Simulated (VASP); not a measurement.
Write the native input for VASP 6.6.1 that does the following.

```
Task                   : single point
Functional             : PBE
Potentials or basis    : VASP PAW PBE potentials, release 64 (Al)
Cutoff                 : 520 eV
k mesh                 : 11 × 11 × 11
Occupations            : gaussian, width 0.015 eV
Spin                   : no spin polarisation
Further INCAR settings : ALGO = Normal; EDIFF = 1e-06
```

The structure of Al lies in POSCAR:

```
Al
1.0
    0.0000000000      2.0248050000      2.0248050000
    2.0248050000      0.0000000000      2.0248050000
    2.0248050000      2.0248050000      0.0000000000
Al
1
Direct
    0.0000000000      0.0000000000      0.0000000000
```

One way to write it, as run:

INCAR

```
SYSTEM = Al
PREC = Accurate
ENCUT = 520
EDIFF = 1E-6
ISMEAR = 0
SIGMA = 0.015
LREAL = .False.
LASPH = .True.
NELM = 100
ALGO = Normal
ISIF = 2
LWAVE = .False.
LCHARG = .False.
GGA = PE
```

KPOINTS

```
regular mesh
0
Gamma
  11 11 11
  0 0 0
```

Potentials or basis: VASP PAW PBE potentials, release 64 (Al).

Command:

```console
$ cat potpaw_PBE.64/Al/POTCAR > POTCAR
$ mpirun -np 1 vasp_std > vasp.out
```

It gave:

```
Pressure               : -0.5 GPa
Band gap on the k mesh : none (metal or under the smearing width)
```

Wall time 2.8 s on 1 thread of Intel(R) Xeon(R) 6975P-C (Granite Rapids), on a shared host, peak memory 0.12 GiB.
